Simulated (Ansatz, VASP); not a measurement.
## One calculation of Al, two programs

The input INCAR:

```
SYSTEM = Al
ALGO     = Normal         ! electronic algorithm
DIPOL    = 0.5 0.5 0.309
EDIFF    = 1E-7           ! SCF threshold, eV
ENCUT    = 520            ! plane-wave cutoff, eV
GGA      = PE             ! functional
IDIPOL   = 3            
ISIF     = 2              ! what is computed and relaxed
ISMEAR   = 0              ! smearing method
LASPH    = .True.         ! aspherical terms in the spheres
LCHARG   = .True.         ! write CHGCAR
LDIPOL   = .True.       
LELF     = .True.         ! ELF
LREAL    = .False.        ! projectors in reciprocal space
LVACPOTAV= .True.       
LVHAR    = .True.       
LWAVE    = .False.        ! write WAVECAR
NBANDS   = 30             ! bands
NELM     = 100            ! most SCF steps
PREC     = Accurate       ! precision mode
SIGMA    = 0.1            ! smearing width, eV
```

File KPOINTS:

```
k-points
0
Gamma
  5 5 1
  0 0 0
```

The input POSCAR:

```
Al
1.0
    5.7143028096      0.0000000000      0.0000000000
    0.0000000000      5.7143028096      0.0000000000
    0.0000000000      0.0000000000     19.6750228481
Al
12
Direct
    0.2500000000      0.2500000000      0.2033034488
    0.2500000000      0.7500000000      0.2033034488
    0.7500000000      0.2500000000      0.2033034488
    0.7500000000      0.7500000000      0.2033034488
    0.0000000000      0.0000000000      0.3092772432
    0.0000000000      0.5000000000      0.3092772432
    0.5000000000      0.0000000000      0.3092772432
    0.5000000000      0.5000000000      0.3092772432
    0.2500000000      0.2500000000      0.4155025847
    0.2500000000      0.7500000000      0.4155025847
    0.7500000000      0.2500000000      0.4155025847
    0.7500000000      0.7500000000      0.4155025847
```

Input for Ansatz:

```yaml
crystal:
  lattice:
    - [5.7143028096, 0.0, 0.0]
    - [0.0, 5.7143028096, 0.0]
    - [0.0, 0.0, 19.6750228481]
  atoms:
    - { symbol: Al, position: [0.25, 0.25, 0.2033034488] }
    - { symbol: Al, position: [0.25, 0.75, 0.2033034488] }
    - { symbol: Al, position: [0.75, 0.25, 0.2033034488] }
    - { symbol: Al, position: [0.75, 0.75, 0.2033034488] }
    - { symbol: Al, position: [0.0, 0.0, 0.3092772432] }
    - { symbol: Al, position: [0.0, 0.5, 0.3092772432] }
    - { symbol: Al, position: [0.5, 0.0, 0.3092772432] }
    - { symbol: Al, position: [0.5, 0.5, 0.3092772432] }
    - { symbol: Al, position: [0.25, 0.25, 0.4155025847] }
    - { symbol: Al, position: [0.25, 0.75, 0.4155025847] }
    - { symbol: Al, position: [0.75, 0.25, 0.4155025847] }
    - { symbol: Al, position: [0.75, 0.75, 0.4155025847] }
basis:
  ecutwfc: 420
kpoints:
  mp_grid: { grid: [5, 5, 1] }
hamiltonian:
  xc: pbe
scf:
  occupations: { method: gaussian, width: 0.1 }
output:
  forces: true
  eigenvalues: true
efield:
  axis: 3
  dipole_correction: true
  ramp_width: 0.04
```

Alike in both runs: task single point; functional PBE; k mesh 5 × 5 × 1; occupations gaussian, width 0.1 eV; no spin polarisation.

|  | VASP | Ansatz |
| --- | --- | --- |
| version | VASP 6.6.1 | Ansatz 0.2.0 |
| potentials or method | VASP PAW PBE potentials, release 64 (Al) | scalar-relativistic, plane waves, PAW |
| plane-wave cutoff (eV) | 520 | 420 |
| valence electrons in the cell | 36 | 36 |

Ansatz gave:

* gap on the k mesh at the Fermi level (eV): none
* rms of the force components (eV/Å): 0.012
* work function, face that differs most (eV): 4.51

**Question.** What did VASP give for the same quantities?

**Answer.** gap on the k mesh at the Fermi level (eV): none; rms of the force components (eV/Å): 0.013; work function, face that differs most (eV): 4.51.

Atom by atom the forces differ by 0.001 eV/Å (rms over components). A gap of «none» marks a metal or a gap that the smearing closes. The functional is the same, so the differences come from potentials, cutoffs and numerics.
